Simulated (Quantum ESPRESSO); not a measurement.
Runs of Quantum ESPRESSO 7.5 on Al. It takes space group Im-3m (No. 229, cubic). Conventional cell: a = 3.182 Å, b = 3.182 Å, c = 3.182 Å, α = 90.00°, β = 90.00°, γ = 90.00°. Around Al (site symmetry m-3m) lie 8 Al at 2.76 Å. This isn't the form of Al at room conditions, which is fcc.

```csv
task,level,potentials or basis,cell,k mesh,cutoff (eV),SCF threshold,symmetry,form of the LDA correlation,gap on the mesh (eV),pressure (GPa),V0 of scaled cells (Å³/atom),B0 (GPa)
equation of state,PBEsol,GBRV 1.5 PBEsol,as given,12 × 12 × 12,612,2e-10 Ry,-,-,-,-,(b),(a)
equation of state,r2SCAN,SG15 PBE 1.2,as given,9 × 9 × 9,1020,1e-08 Ry,off,-,-,-,16.55,78
band structure,PBEsol,GBRV 1.5 PBEsol,as given,12 × 12 × 12,612,2e-10 Ry,-,-,none,2.2,-,-
single point,PBEsol,GBRV 1.5 PBEsol,cell strained at random at fixed volume,12 × 12 × 12,612,2e-10 Ry,-,-,none,2.3,-,-
single point,PBEsol,GBRV 1.5 PBEsol,as given,12 × 12 × 12,612,2e-10 Ry,-,-,none,2.2,-,-
equation of state,LDA,GBRV 1.5 LDA,as given,12 × 12 × 12,612,2e-10 Ry,-,PZ81,-,-,16.24,75
```

Alike in all rows: no spin polarisation; smearing fermi-dirac 0.05 eV.

Fill in the values left out.

(a) 73; (b) 16.59.

Caveats: the potentials were made for another functional, which shifts forces and pressure (some runs).

A gap of «none» marks a metal or a gap under the smearing width.
